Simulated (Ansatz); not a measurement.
# Zr: a surface, (110), 5 layers

What do the surfaces of Zr (110), 5 layers cost, and how tightly do they hold an electron? The runs shown use LAPW. Companion runs by PAW are cited. Its runs: bulk in the slab's orientation (LAPW); the reference run (LAPW); atoms relaxed (LAPW); vacuum of 9 Å (LAPW); field of 0.2 V/Å along the normal (LAPW).

Computed with Ansatz 0.2.0 (DFT, PBEsol, all-electron LAPW, scalar-relativistic, unless a step's input says otherwise).

1 further run of the same task is left out (it didn't finish).

## (1) The system as given

Symmetry: Im-3m, No. 229, cubic system. Conventional cell: a = 3.520 Å, b = 3.520 Å, c = 3.520 Å, α = 90.00°, β = 90.00°, γ = 90.00°. Around Zr (site symmetry m-3m) lie 8 Zr at 3.05 Å.

Structure file:

```cif
data_structure
_symmetry_space_group_name_H-M 'Im-3m'
_symmetry_Int_Tables_number 229
_cell_length_a 3.5199
_cell_length_b 3.5199
_cell_length_c 3.5199
_cell_angle_alpha 90.000
_cell_angle_beta 90.000
_cell_angle_gamma 90.000
_cell_volume 43.61
loop_
_atom_site_label
_atom_site_type_symbol
_atom_site_symmetry_multiplicity
_atom_site_Wyckoff_symbol
_atom_site_fract_x
_atom_site_fract_y
_atom_site_fract_z
_atom_site_occupancy
Zr1 Zr 2 a 0.00000 0.00000 0.00000 1
```

The file gives the conventional cell by its symmetry; the runs use the cell typed in the input.

Atoms are numbered in the order of the input: Zr1, Zr2.

## (2) Bulk in the slab's orientation, LAPW

File input.yaml:

```yaml
crystal:
  lattice:
    - [-1.7599458183, 1.7599458183, 1.7599458183]
    - [1.7599458183, -1.7599458183, 1.7599458183]
    - [3.5198916366, 3.5198916366, 0.0]
  atoms:
    - { symbol: Zr, position: [0.0, 0.0, 0.0] }
    - { symbol: Zr, position: [0.5, 0.5, 0.5] }
kpoints:
  mp_grid: { grid: [13, 13, 8] }
scf:
  occupations: { method: fermi_dirac, width: 0.05 }
hamiltonian:
  xc: pbesol
  pseudopotentials: { kind: all_electron, lapw: { basis_error: 0.001 } }
output:
  forces: true
  stress: true
  eigenvalues: true
```

Run with:

```bash
> ansatz run input.yaml --threads 2 --pin off --max-ram 4096MiB --backend cpu --events-out ev --progress --plain --runs-dir out
```

Further steps of the session: Slab as cut, LAPW; Atoms relaxed, LAPW; Vacuum of 9 Å, LAPW; Field of 0.2 V/Å along the normal, LAPW.

What does the calculation give? Wanted: surface energy; work function; outer layer spacing; core-level shifts among the layers (for each run or level that gives them).

As calculated:

```
                                      quantity                               value
                surface energy (LAPW, relaxed)                           1.64 J/m²
                 work function (LAPW, relaxed)                             4.29 eV
                    outer layer spacing (LAPW)                       2.49 → 2.35 Å
                 surface energy (PAW, relaxed)                           1.64 J/m²
                  work function (PAW, relaxed)                             4.29 eV
                     outer layer spacing (PAW)                       2.49 → 2.35 Å
core-level shifts among the layers (PAW holes)  Zr1 +0.00, Zr2 -0.35, Zr3 -0.21 eV
```

What this shows: By LAPW the surface costs 1.70 J/m² as cut and 1.64 J/m² relaxed. The outermost spacing changes by -5.6 % (LAPW). Vacuum of 9 Å moves the work function by -0.12 eV (LAPW). The field of 0.2 V/Å along the normal induces a dipole of 0.143 e·Å per cell (LAPW). The outermost spacing changes by -5.6 % (PAW). Vacuum of 9 Å moves the work function by -0.13 eV (PAW). Thickness wasn't converged, and no reconstruction was sought. The program warned that the vacuum holds more density than its bound, so energies and levels may be slightly off.
